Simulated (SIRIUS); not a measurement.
Wanted: the native input for a SIRIUS 7.10.0 run.

```
Task                                        : band structure
Functional                                  : PBEsol
Potentials or basis                         : PseudoDojo 0.4.1 PBE standard (scalar relativistic)
Cutoff                                      : 915 eV
Density cutoff                              : 3659 eV
k mesh                                      : 10 × 10 × 10
Occupations                                 : fermi-dirac, width 0.05 eV
Spin                                        : no spin polarisation
Libxc names                                 : ["XC_GGA_X_PBE_SOL", "XC_GGA_C_PBE_SOL"]
Energy tol                                  : 1e-08 Ha
Density tol                                 : 1e-06
Mixer                                       : anderson
Mixing beta                                 : 0.7
Max scf                                     : 100
Radial cutoff for the potentials' integrals : 6.5 bohr
```

Zr:

```
CELL_PARAMETERS angstrom
-1.81000 1.81000 1.81000
1.81000 -1.81000 1.81000
1.81000 1.81000 -1.81000
ATOMIC_POSITIONS crystal
Zr 0.00000 0.00000 0.00000
```

This isn't the form of Zr at room conditions, which is hcp.

These files were run (other wordings do the same):

sirius.json

```json
{
  "control": {
    "processing_unit": "cpu",
    "verbosity": 2,
    "num_bands_to_print": 13,
    "print_forces": true,
    "print_stress": true
  },
  "parameters": {
    "electronic_structure_method": "pseudopotential",
    "xc_functionals": ["XC_GGA_X_PBE_SOL", "XC_GGA_C_PBE_SOL"],
    "gk_cutoff": 8.2,
    "pw_cutoff": 16.4,
    "ngridk": [10, 10, 10],
    "shiftk": [0, 0, 0],
    "smearing": "fermi_dirac",
    "smearing_width": 0.0018374661,
    "num_bands": 13,
    "num_mag_dims": 0,
    "num_dft_iter": 100,
    "energy_tol": 1e-08,
    "density_tol": 1e-06
  },
  "iterative_solver": {
    "type": "davidson",
    "min_tolerance": 1e-09,
    "tolerance_scale": [0.1, 0.25]
  },
  "mixer": {
    "type": "anderson",
    "beta": 0.7,
    "max_history": 8
  },
  "settings": {
    "tol_ne": 1e-10,
    "pseudo_grid_cutoff": 6.5
  },
  "unit_cell": {
    "lattice_vectors": [
      [-3.420404285573, 3.420404285573, 3.420404285573],
      [3.420404285573, -3.420404285573, 3.420404285573],
      [3.420404285573, 3.420404285573, -3.420404285573]
    ],
    "atom_coordinate_units": "lattice",
    "atom_types": ["Zr"],
    "atom_files": {
      "Zr": "Zr.json"
    },
    "atoms": {
      "Zr": [
        [0.0, 0.0, 0.0]
      ]
    }
  }
}
```

bands_input.json

```json
{
  "control": {
    "processing_unit": "cpu",
    "verbosity": 1,
    "num_bands_to_print": 13,
    "print_forces": true,
    "print_stress": true
  },
  "parameters": {
    "electronic_structure_method": "pseudopotential",
    "xc_functionals": ["XC_GGA_X_PBE_SOL", "XC_GGA_C_PBE_SOL"],
    "gk_cutoff": 8.2,
    "pw_cutoff": 16.4,
    "ngridk": [10, 10, 10],
    "shiftk": [0, 0, 0],
    "smearing": "fermi_dirac",
    "smearing_width": 0.0018374661,
    "num_bands": 13,
    "num_mag_dims": 0,
    "num_dft_iter": 100,
    "energy_tol": 1e-08,
    "density_tol": 1e-06
  },
  "iterative_solver": {
    "type": "davidson",
    "min_tolerance": 1e-09,
    "tolerance_scale": [0.1, 0.25],
    "energy_tolerance": 1e-09,
    "num_steps": 60
  },
  "mixer": {
    "type": "anderson",
    "beta": 0.7,
    "max_history": 8
  },
  "settings": {
    "tol_ne": 1e-10,
    "pseudo_grid_cutoff": 6.5
  },
  "unit_cell": {
    "lattice_vectors": [
      [-3.420404285573, 3.420404285573, 3.420404285573],
      [3.420404285573, -3.420404285573, 3.420404285573],
      [3.420404285573, 3.420404285573, -3.420404285573]
    ],
    "atom_coordinate_units": "lattice",
    "atom_types": ["Zr"],
    "atom_files": {
      "Zr": "Zr.json"
    },
    "atoms": {
      "Zr": [
        [0.0, 0.0, 0.0]
      ]
    }
  },
  "kpoints_rel": {
    "G": [0.0, 0.0, 0.0],
    "H": [0.5, -0.5, 0.5],
    "N": [0.0, 0.0, 0.5],
    "P": [0.25, 0.25, 0.25]
  },
  "kpoints_path": ["G", "H", "N", "G", "P", "H"]
}
```

Potentials or basis: PseudoDojo 0.4.1 PBE standard (scalar relativistic).

Command:

```sh
$ upf_to_json Zr.upf
$ OMP_NUM_THREADS=1 sirius.scf --input=sirius.json --output=out.json --task=0
$ OMP_NUM_THREADS=1 sirius.scf --input=bands_input.json --task=2
```

Results of the run:

```
Pressure                : -7.0 GPa
Band gap along the path : none (metal or under the smearing width)
```

Caveat: the potentials were made for another functional, which shifts forces and pressure.

It took 33 s on 1 thread of Arm Neoverse V2, with other jobs on the host, peak memory 0.36 GiB.
